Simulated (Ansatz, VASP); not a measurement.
# SrCl2: VASP beside Ansatz

```
Sr Cl
1.0
     0.00000    3.49765    3.49765
     3.49765    0.00000    3.49765
     3.49765    3.49765    0.00000
Sr Cl
1 2
Direct
  0.00000 0.00000 0.00000
  0.25000 0.25000 0.25000
  0.75000 0.75000 0.75000
```

Alike in both runs: task single point; functional PBE; k mesh 2 × 2 × 2; no spin polarisation.

```csv
,VASP,Ansatz
version,VASP 6.6.1,Ansatz 0.2.0
potentials or method,"VASP PAW PBE potentials, release 64 (Sr_sv, Cl)",plane waves
plane-wave cutoff (eV),520,420
occupations,"gaussian, width 0.01 eV",fixed
valence electrons in the cell,24,24
```

```csv
,VASP,Ansatz,Ansatz less VASP
gap on the k mesh at the Fermi level (eV),5.30,5.30,+0.005
pressure (GPa),1.0,0.9,-0.09
```

Caveats: the k mesh is coarse (spacing up to 0.78 Å⁻¹), so the values aren't converged. Expect the measured gap to be larger: semilocal functionals such as PBE lack the derivative discontinuity. A k mesh can miss the band edges.
